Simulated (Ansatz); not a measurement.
# CdF2: the cost of one run

Method: DFT PBEsol, scalar-relativistic, plane waves, PAW, in Ansatz 0.2.0.

1 further run of the same task is left out (set aside as unsound or not needed).

**1. The structure to begin with**

The structure is cubic, space group Fm-3m (No. 225). The conventional cell has a = 5.384 Å, b = 5.384 Å, c = 5.384 Å, α = 90.00°, β = 90.00°, γ = 90.00°. Around Cd (site symmetry m-3m) lie 8 F at 2.33 Å. F (site symmetry -43m) is surrounded by 4 Cd at 2.33 Å.

Coordinates:

```xyz
3
Lattice="0.0000 2.6921 2.6921 2.6921 0.0000 2.6921 2.6921 2.6921 0.0000" Properties=species:S:1:pos:R:3 pbc="T T T"
Cd    0.0000    0.0000    0.0000
F     1.3460    1.3460    1.3460
F     4.0381    4.0381    4.0381
```

It is the result of an earlier relaxation at this level (volume 13.01 Å³/atom; gap on the mesh: 2.94 eV).

**3. Setting up the map**

The energy is mapped over two homogeneous strains (x along [1 0 0], y along [0 1 0], z along [0 0 1] of the conventional cell).

First coordinate, strain +e along x and -e along y: 9 values from −4 to 4 %. Second coordinate, strain +e along z and -e/2 along x and y: 9 values from −15.00 %.

Nothing else is relaxed (symmetry fixes all fractional coordinates). Energies count from the relaxed crystal. Points are written as (first, second).

(The set-up runs are not shown.)

**4. Grid point (−1 %, −15.00 %)**

input.yaml

```yaml
crystal:
  lattice:
    - [0.0, 2.9208991569, 2.2882620123]
    - [2.8670576978, 0.0, 2.2882620123]
    - [2.8670576978, 2.9208991569, 0.0]
  atoms:
    - { symbol: Cd, position: [0.0, 0.0, 0.0] }
    - { symbol: F, position: [0.25, 0.25, 0.25] }
    - { symbol: F, position: [0.75, 0.75, 0.75] }
basis:
  ecutwfc: 520.0
kpoints:
  mp_grid: { grid: [8, 8, 8] }
hamiltonian:
  xc: pbesol
scf:
  occupations: { method: gaussian, width: 0.05 }
output:
  forces: true
  stress: true
  eigenvalues: true
```

Started as:

```
ansatz run input.yaml --threads 1 --pin off --max-ram 2048MiB --backend cpu --events-out ev --progress --plain --runs-dir out
```

What time and memory should one allow on 1 thread of Arm Neoverse V1, shared host?

About 4.5 s, with a peak of 0.36 GiB.
